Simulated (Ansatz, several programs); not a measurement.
A 6-atom cell of FeS2 (Pnnm) from a materials database, relaxed with r2SCAN in Ansatz (plane waves, PAW): it is orthorhombic, Pnnm (No. 58); conventional cell a = 4.431 Å, b = 5.401 Å, c = 3.379 Å, 13.48 Å³ an atom. Fe is surrounded by 6 S at 2.23–2.25 Å; S is surrounded by 1 S at 2.22 Å and 3 Fe at 2.23–2.25 Å. The cell was then scaled with its shape and fractional coordinates held, which makes it stiffer than a relaxed compression. Spin-unpolarised throughout; all numbers are computed.

```csv
V (Å³/atom),E (meV/atom)
12.668,26.49
13.477,0.00
13.881,5.56
14.285,21.08
```

Task: Pass a cubic E = c₀ + c₁u + c₂u² + c₃u³, with u = V − 13.578 Å³, through these points.

Result: c₀ = 0.35, c₁ = +7.056, c₂ = 34.912, c₃ = -4.8413 (meV and Å³).

Task: Where is the minimum, and what bulk modulus follows?

Result: dE/du = 0 at u = -0.099, so V₀ = 13.48 Å³. B = V₀ d²E/dV² = 13.48 × (2c₂ + 6c₃u) = 13.48 × 72.701 = 980 meV/Å³, and 1 meV/Å³ is 0.16022 GPa: 157 GPa. A third-order Birch-Murnaghan fit to all five points gives 13.48 Å³ and 156 GPa.

Task: Predict the energy and the pressure at the withheld volume, 13.073 Å³.

Result: With u = -0.505: E ≈ 6.31 meV and P = −dE/dV ≈ +5.11 GPa. The run gives 6.25 meV and, from its stress, +5.09 GPa.
